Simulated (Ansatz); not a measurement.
# GaP: the cost of one run

Computed with Ansatz 0.2.0 (DFT PBEsol, frozen-core PAW, scalar-relativistic unless said, unless a step's input says otherwise).

### 1 The structure to begin with

The structure is cubic, space group F-43m (No. 216). Conventional cell: a = 5.451 Å, b = 5.451 Å, c = 5.451 Å, α = 90.00°, β = 90.00°, γ = 90.00°. Ga (site symmetry -43m) has 4 P at 2.36 Å as nearest neighbours. P (site symmetry -43m) has 4 Ga at 2.36 Å as nearest neighbours.

Structure file:

```xyz
2
Lattice="0.0000 2.7252 2.7252 2.7252 0.0000 2.7252 2.7252 2.7252 0.0000" Properties=species:S:1:pos:R:3 pbc="T T T"
Ga    0.0000    0.0000    0.0000
P     4.0879    4.0879    4.0879
```

Cartesian axes are those of the input's lattice vectors. The structure goes back to a database entry.

### 2 Cell and atoms relaxed, PAW

input.yaml reads:

```yaml
crystal:
  lattice:
    - [0.0, 2.72525, 2.72525]
    - [2.72525, 0.0, 2.72525]
    - [2.72525, 2.72525, 0.0]
  atoms:
    - { symbol: Ga, position: [0.0, 0.0, 0.0] }
    - { symbol: P, position: [0.75, 0.75, 0.75] }
kpoints:
  mp_grid: { grid: [16, 16, 16] }
scf:
  occupations: { method: fermi_dirac, width: 0.1 }
hamiltonian:
  xc: pbesol
  pseudopotentials: { kind: paw }
relax:
  f_tol: 0.002
  max_steps: 80
  cell: {}
output:
  forces: true
  stress: true
```

The run is started by

```
$ ansatz run input.yaml --threads 1 --pin off --max-ram 3072MiB --backend cpu --events-out ev --progress --plain --runs-dir out
```

Q: Estimate wall time and peak memory on 1 thread of Intel Xeon Platinum 8375C at 2.90GHz (Ice Lake), shared host.

About 28 s, with a peak of 0.44 GiB.
